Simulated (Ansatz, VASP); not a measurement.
## MgO in VASP and in Ansatz

```
Mg O
1.0
     0.00000    2.13515    2.13515
     2.13515    0.00000    2.13515
     2.13515    2.13515    0.00000
Mg O
1 1
Direct
  0.00000 0.00000 0.00000
  0.50000 0.50000 0.50000
```

Alike in both runs: task single point; functional LDA; k mesh 11 × 11 × 11; occupations fermi-dirac, width 0.01 eV; no spin polarisation.

|  | VASP | Ansatz |
| --- | --- | --- |
| version | VASP 6.6.1 | Ansatz 0.2.0 |
| potentials or method | VASP PAW LDA potentials, release 64 (Mg, O), cutoff 520 eV | all-electron LAPW, scalar-relativistic |

|  | VASP | Ansatz | Ansatz less VASP |
| --- | --- | --- | --- |
| gap on the k mesh at the Fermi level (eV) | 4.27 | 4.27 | +0.003 |
| pressure (GPa) | -13.2 | -11.4 | +1.85 |

Ansatz ran all-electron here, so the differences hold the error of VASP's frozen core and of both bases.
